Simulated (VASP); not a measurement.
Write the native input for VASP 6.6.1 that does the following.

```yaml
Task: single point
Functional: PBEsol
Potentials_or_basis: VASP PAW PBE potentials, release 64 (Hf_pv, N)
Cutoff: 520 eV
k_mesh: 16 × 16 × 16
Occupations: gaussian, width 0.15 eV
Spin: no spin polarisation
Dipole_correction: no
Further_INCAR_settings: ALGO = Normal; EDIFF = 1e-06; NBANDS = 14
```

The structure of HfN lies in POSCAR:

```
HfN
1.0
    0.0000000000      2.4548220000      2.4548220000
    2.4548220000      0.0000000000      2.4548220000
    2.4548220000      2.4548220000      0.0000000000
Hf N
1 1
Direct
    0.0000000000      0.0000000000      0.0000000000
    0.7500000000      0.7500000000      0.7500000000
```

The cell comes from a database or a generator and needn't be the stable form of this composition.

These files were run (other wordings do the same):

INCAR

```
PREC = Accurate
ENCUT = 520
EDIFF = 1E-6
ISMEAR = 0
SIGMA = 0.15
LREAL = False
LASPH = True
NELM = 100
ALGO = Normal
ISIF = 2
LWAVE = False
LCHARG = True
GGA = PS
LELF = True
LVHAR = True
NBANDS = 14
```

KPOINTS

```
regular mesh
0
Gamma
  16 16 16
```

Potentials or basis: VASP PAW PBE potentials, release 64 (Hf_pv, N).

The run is started by

```console
$ cat potpaw_PBE.64/Hf_pv/POTCAR potpaw_PBE.64/N/POTCAR > POTCAR
$ mpirun -np 1 vasp_std > vasp.out
```

It gave:

```
Pressure               : -5.9 GPa
Band gap on the k mesh : none (metal or under the smearing width)
```

Caveat: the PAW data sets were made with another functional, which shifts forces and pressure a little.

Run time: 42 s on 1 thread of Intel(R) Xeon(R) Platinum 8488C (Sapphire Rapids) (shared host), peak memory 0.2 GiB.
